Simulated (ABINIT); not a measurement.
A run of ABINIT 10.8.3 (patched build) is set up as follows.

Contents of run.abi:

```
ndtset 2

pp_dirpath "./"
pseudos "Sn.GGA_PBE-JTH.xml, O.GGA_PBE-JTH.xml"

acell 9.7798164648 9.7798164648 9.7798164648
rprim
     1.0000000000     0.0000000000     0.0000000000
     0.0000000000     1.0000000000     0.0000000000
     0.0000000000     0.0000000000     1.0000000000
ntypat 2
znucl 50 8
natom 12
typat 1 1 1 1 2 2 2 2 2 2 2 2
xred
     0.0000000000     0.0000000000     0.0000000000
     0.5000000000     0.0000000000     0.5000000000
     0.5000000000     0.5000000000     0.0000000000
     0.0000000000     0.5000000000     0.5000000000
     0.6610980000     0.8389020000     0.1610980000
     0.8389020000     0.1610980000     0.6610980000
     0.1610980000     0.6610980000     0.8389020000
     0.3389020000     0.3389020000     0.3389020000
     0.6610980000     0.6610980000     0.6610980000
     0.8389020000     0.3389020000     0.1610980000
     0.1610980000     0.8389020000     0.3389020000
     0.3389020000     0.1610980000     0.8389020000

ecut 23.0
pawecutdg 45.0
pawxcdev 0

ixc -116133

occopt 3
tsmear 0.00183747

nstep 100

iomode 3
prtwf 0
prteig 0
prtebands 0
prtden1 1
prtvha1 1
prtvclmb1 1
prtpot1 1

kptopt1 1
ngkpt1 5 5 5
nshiftk1 1
shiftk1 0.0 0.0 0.0
nband1 63
tolvrs1 1.0e-9

iscf2 -2
getden2 1
nband2 69
nbdbuf2 4
tolwfr2 1.0e-11
kptopt2 -5
ndivsm2 5
prteig2 1
kptbounds2
     0.0000000000     0.0000000000     0.0000000000
     0.0000000000     0.5000000000     0.0000000000
     0.5000000000     0.5000000000     0.0000000000
     0.0000000000     0.0000000000     0.0000000000
     0.5000000000     0.5000000000     0.5000000000
     0.0000000000     0.5000000000     0.0000000000
```

Potentials or basis: JTH PAW PBE v2.0.

Launch:

```bash
$ abinit run.abi > log 2>&1
```

(1) Predict the band gap on the k mesh.

(2) Predict the largest force.

Answers

(1) 0.50 eV, indirect (least direct gap 0.56 eV).

(2) 0.031 eV/Å.

Caveat: the PAW data sets were made with another functional, which shifts forces and pressure a little; spin-orbit coupling is left out, which moves the levels of the heavy elements.
